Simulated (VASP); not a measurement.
## A VASP 6.6.1 single-point calculation on NaH

INCAR

```
NBANDS = 28
EDIFF = 1E-7
NSW = 0
ISIF = 2
IVDW = 10
PREC = Accurate
GGA = PE
LASPH = .TRUE.
SIGMA = 0.02
IBRION = -1
ENCUT = 520
LCHARG = .FALSE.
ISMEAR = -1
NELM = 120
LREAL = .FALSE.
LWAVE = .FALSE.
```

KPOINTS

```
KPOINTS created by Atomic Simulation Environment
0
Gamma
8 8 8
0 0 0
```

POSCAR

```
Na H
 1.0000000000000000
     2.9323912064000002    0.0000000000000000    0.0000000000000000
     0.0000000000000000    2.9323912064000002    0.0000000000000000
     0.0000000000000000    0.0000000000000000    2.7933958632000002
 Na  H
   1   1
Cartesian
  0.0000000000000000  0.0000000000000000  0.0000000000000000
  1.4661956032000001  1.4661956032000001  1.3966979316000001
```

The recommended PBE PAW datasets give the neutral cell 8 valence electrons.

Command

```
mpirun -np 1 vasp_std
```

OSZICAR

```
N       E                     dE             d eps       ncg     rms          rms(c)
DAV:   1     0.778566211015E+02    0.77857E+02   -0.29645E+03  4520   0.307E+02
DAV:   2    -0.945896429525E+00   -0.78803E+02   -0.73478E+02  4508   0.148E+02
DAV:   3    -0.520083984388E+01   -0.42549E+01   -0.42262E+01  4972   0.257E+01
DAV:   4    -0.521874265258E+01   -0.17903E-01   -0.17899E-01  4880   0.166E+00
DAV:   5    -0.521876198458E+01   -0.19332E-04   -0.19332E-04  4784   0.564E-02    0.317E+00
DAV:   6    -0.485944982622E+01    0.35931E+00   -0.29393E-01  4944   0.133E+00    0.151E+00
DAV:   7    -0.474216543078E+01    0.11728E+00   -0.30964E-01  4884   0.102E+00    0.354E-01
DAV:   8    -0.474421470314E+01   -0.20493E-02   -0.58656E-03  4868   0.442E-01    0.709E-02
DAV:   9    -0.474412890661E+01    0.85797E-04   -0.91277E-04  4812   0.153E-01    0.231E-02
DAV:  10    -0.474410312498E+01    0.25782E-04   -0.61370E-05  4716   0.217E-02    0.226E-03
DAV:  11    -0.474410359809E+01   -0.47312E-06   -0.87451E-07  4948   0.237E-03    0.110E-03
DAV:  12    -0.474410363448E+01   -0.36389E-07   -0.12562E-07  4696   0.137E-03
   1 F= -.53158889E+01 E0= -.53158889E+01  d E =-.162431E-10
```

From OUTCAR

```
k-points           NKPTS =     75   k-points in BZ     NKDIM =     75   number of bands    NBANDS=     28

   NELECT =       8.0000    total number of electrons

   dimension x,y,z NGX =    24 NGY =   24 NGZ =   24
   dimension x,y,z NGXF=    48 NGYF=   48 NGZF=   48

  energy-cutoff  :      520.00
  volume of cell :       24.02
      direct lattice vectors                 reciprocal lattice vectors
     2.932391206  0.000000000  0.000000000     0.341018619  0.000000000  0.000000000
     0.000000000  2.932391206  0.000000000     0.000000000  0.341018619  0.000000000
     0.000000000  0.000000000  2.793395863     0.000000000  0.000000000  0.357987213

 k-points in reciprocal lattice and weights: KPOINTS created by Atomic Simulation Env
   0.00000000  0.00000000  0.00000000       0.002
   0.12500000  0.00000000  0.00000000       0.008
   0.25000000  0.00000000  0.00000000       0.008
   0.37500000  0.00000000  0.00000000       0.008
   0.50000000  0.00000000  0.00000000       0.004
   0.12500000  0.12500000  0.00000000       0.008
   0.25000000  0.12500000  0.00000000       0.016
   0.37500000  0.12500000  0.00000000       0.016
   ...

 E-fermi :   2.1893

 k-point     1 :       0.0000    0.0000    0.0000
  band No.  band energies     occupation
      1     -22.9080      2.00000
      2     -22.9080      2.00000
      3     -22.8946      2.00000
      4      -4.5730      2.00000
      5      10.7981      0.00000
      6      12.4940      0.00000
      7      13.5719      0.00000
      8      14.1429      0.00000
      9      14.1429      0.00000
     10      15.8744      0.00000
     11      27.4084      0.00000
     12      28.8986      0.00000
     13      28.8986      0.00000
     14      30.1171      0.00000
     15      30.9798      0.00000
     16      30.9798      0.00000
     17      31.4792      0.00000
     18      32.2779      0.00000
     19      33.4199      0.00000
     20      33.4199      0.00000
     21      34.0417      0.00000
     22      35.6047      0.00000
     23      36.7365      0.00000
     24      46.2757      0.00000
     25      46.2757      0.00000
     26      46.3528      0.00000
     27      47.9876      0.00000
     28      50.5940      0.00000

 k-point     2 :       0.1250    0.0000    0.0000
  band No.  band energies     occupation
      1     -22.9368      2.00000
      2     -22.9055      2.00000
      3     -22.8924      2.00000
      4      -4.3240      2.00000
      5       8.9669      0.00000
      6      11.9074      0.00000
      7      13.7208      0.00000
      8      14.3235      0.00000
      9      16.0515      0.00000
     10      17.2733      0.00000
     11      25.3638      0.00000
     12      26.6702      0.00000
     13      26.9616      0.00000
     14      29.1327      0.00000
     15      29.9888      0.00000
     16      33.1285      0.00000
     17      33.2413      0.00000
     18      33.4020      0.00000
     19      33.8769      0.00000
     20      35.3081      0.00000
     21      35.4967      0.00000
     22      35.7495      0.00000
     23      38.0261      0.00000
     24      43.0664      0.00000
     25      44.8092      0.00000
     26      45.0796      0.00000
     27      49.0047      0.00000
     28      51.7682      0.00000

 ...

  Total      -1.00769    -1.00769    -0.19009     0.00000     0.00000     0.00000
  in kB     -67.21442   -67.21442   -12.67941     0.00000     0.00000     0.00000
  external pressure =      -49.04 kB  Pullay stress =        0.00 kB

 POSITION                                       TOTAL-FORCE (eV/Angst)
 -----------------------------------------------------------------------------------
      0.00000      0.00000      0.00000         0.000000      0.000000      0.000000
      1.46620      1.46620      1.39670         0.000000      0.000000      0.000000
 -----------------------------------------------------------------------------------
    total drift:                                0.000000      0.000000      0.000000

  FREE ENERGIE OF THE ION-ELECTRON SYSTEM (eV)
  ---------------------------------------------------
  free  energy   TOTEN  =        -5.3158888802 eV

  energy  without entropy=       -5.3158888802  energy(sigma->0) =       -5.31588888
```

It converged. Results: gap between bands v and c on the k mesh 0.86 eV; least direct gap on the k mesh 4.59 eV; pressure -4.9 GPa. Band v is the last that the valence electrons fill when counted band by band, and c is the next.

For comparison, a separate PBE run of the intended cell, on usual settings and not on those above, gives a gap of 0.86 eV on its mesh and a pressure of 2.2 GPa.

The run above took about 22 s on one core of a shared host (Intel Xeon Platinum 8488C) and held 0.16 GiB at most.
